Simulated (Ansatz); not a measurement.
## Bands of Al

```yaml
crystal:
  lattice:
    - [0.00000, 2.02398, 2.02398]
    - [2.02398, 0.00000, 2.02398]
    - [2.02398, 2.02398, 0.00000]
  atoms:
    - { symbol: Al, position: [0.00000, 0.00000, 0.00000] }
```

The cell is COD entry 4313206, as deposited and not checked against the literature; nothing was relaxed.

All numbers below come from DFT, PBE, all-electron LAPW, scalar-relativistic in Ansatz 0.2.0.

Sampling and basis: a Γ-centred 14×14×14 k mesh, Fermi–Dirac smearing of 0.05 eV, basis error target 1 meV/atom, no spin polarisation.

Points in fractions of the reciprocal vectors of this cell: Γ (0, 0, 0), X (0.5, 0, 0.5), U (0.625, 0.25, 0.625), K (0.375, 0.375, 0.75), L (0.5, 0.5, 0.5), W (0.5, 0.25, 0.75). The path joins them by straight lines in the order Γ–X–U–K–Γ–L–W–X; legs that retrace an earlier one aren't tabulated. Energies are in eV from the Fermi level.

Task: Metal or insulator at this level of theory?

Result: No gap opens: metallic or semimetallic.

Task: Tabulate bands 1 to 8, counted from the lowest band of the run, along the path.

Result: 
```csv
k (1/Å),point,band 1,band 2,band 3,band 4,band 5,band 6,band 7,band 8
0.00,Γ,-103.42,-64.88,-64.88,-64.88,-11.07,12.61,12.61,12.61
0.22,,-103.42,-64.88,-64.88,-64.88,-10.89,11.19,11.19,11.48
0.44,,-103.42,-64.88,-64.88,-64.88,-10.33,9.51,9.51,9.73
0.67,,-103.42,-64.88,-64.88,-64.88,-9.42,8.11,8.11,8.16
0.89,,-103.42,-64.89,-64.88,-64.88,-8.15,6.56,6.91,7.01
1.11,,-103.42,-64.89,-64.88,-64.88,-6.54,3.36,6.01,6.23
1.33,,-103.42,-64.90,-64.88,-64.88,-4.61,0.48,5.47,5.76
1.55,X,-103.42,-64.90,-64.89,-64.89,-2.88,-1.57,5.28,5.60
1.63,,-103.42,-64.90,-64.89,-64.89,-2.86,-1.55,4.54,5.62
1.71,,-103.42,-64.90,-64.89,-64.88,-2.80,-1.48,3.58,5.68
1.79,,-103.42,-64.90,-64.89,-64.88,-2.69,-1.37,2.59,5.78
1.87,,-103.42,-64.90,-64.89,-64.88,-2.55,-1.22,1.61,5.91
1.94,,-103.42,-64.90,-64.89,-64.88,-2.36,-1.03,0.65,6.09
2.02,,-103.42,-64.89,-64.89,-64.88,-2.12,-0.87,-0.21,6.31
2.10,U,-103.42,-64.89,-64.89,-64.88,-1.85,-1.32,-0.38,6.57
2.24,,-103.42,-64.89,-64.89,-64.88,-1.90,-1.64,0.03,5.66
2.37,,-103.42,-64.89,-64.89,-64.88,-2.08,-1.84,0.83,4.33
2.51,,-103.42,-64.89,-64.89,-64.88,-2.20,-1.95,1.80,3.11
2.64,,-103.42,-64.89,-64.89,-64.88,-2.20,-1.95,1.80,3.11
2.78,,-103.42,-64.89,-64.89,-64.88,-2.08,-1.84,0.83,4.33
2.92,,-103.42,-64.89,-64.89,-64.88,-1.90,-1.64,0.03,5.66
3.05,K,-103.42,-64.89,-64.89,-64.88,-1.85,-1.32,-0.38,6.57
3.29,,-103.42,-64.89,-64.89,-64.88,-3.80,-0.77,0.70,7.58
3.52,,-103.42,-64.89,-64.89,-64.88,-5.98,0.69,2.19,8.94
3.76,,-103.42,-64.89,-64.88,-64.88,-7.79,2.54,4.03,10.65
3.99,,-103.42,-64.89,-64.88,-64.88,-9.21,4.77,6.15,12.68
4.23,,-103.42,-64.88,-64.88,-64.88,-10.24,7.36,8.49,13.41
4.46,,-103.42,-64.88,-64.88,-64.88,-10.86,10.25,10.88,12.81
4.70,Γ,-103.42,-64.88,-64.88,-64.88,-11.07,12.61,12.61,12.61
4.89,,-103.42,-64.88,-64.88,-64.88,-10.93,10.48,12.15,12.15
5.08,,-103.42,-64.88,-64.88,-64.88,-10.52,7.60,11.52,11.52
5.27,,-103.42,-64.89,-64.88,-64.88,-9.83,4.80,11.05,11.05
5.47,,-103.42,-64.89,-64.88,-64.88,-8.87,2.17,10.80,10.80
5.66,,-103.42,-64.89,-64.88,-64.88,-7.65,-0.26,10.78,10.78
5.85,,-103.42,-64.90,-64.88,-64.88,-6.18,-2.47,10.98,10.98
6.04,L,-103.42,-64.90,-64.88,-64.88,-4.54,-4.34,11.39,11.39
6.20,,-103.42,-64.90,-64.88,-64.88,-4.46,-4.25,9.76,9.87
6.36,,-103.42,-64.90,-64.88,-64.88,-4.20,-3.98,7.81,8.08
6.51,,-103.42,-64.90,-64.88,-64.88,-3.78,-3.54,5.90,6.31
6.67,,-103.42,-64.89,-64.89,-64.88,-3.18,-2.93,4.12,4.63
6.83,,-103.42,-64.89,-64.89,-64.88,-2.42,-2.17,2.51,3.09
6.98,,-103.42,-64.89,-64.89,-64.88,-1.53,-1.33,1.09,1.79
7.14,W,-103.42,-64.89,-64.89,-64.89,-0.81,-0.81,0.21,1.11
7.25,,-103.42,-64.89,-64.89,-64.89,-1.36,-0.18,-0.06,1.46
7.36,,-103.42,-64.89,-64.89,-64.89,-1.83,-0.49,0.55,2.12
7.47,,-103.42,-64.90,-64.89,-64.89,-2.21,-0.87,1.35,2.88
7.58,,-103.42,-64.90,-64.89,-64.89,-2.50,-1.17,2.24,3.71
7.69,,-103.42,-64.90,-64.89,-64.89,-2.71,-1.39,3.22,4.54
7.80,,-103.42,-64.90,-64.89,-64.89,-2.84,-1.53,4.28,5.27
7.92,X,-103.42,-64.90,-64.89,-64.89,-2.88,-1.57,5.28,5.60
```
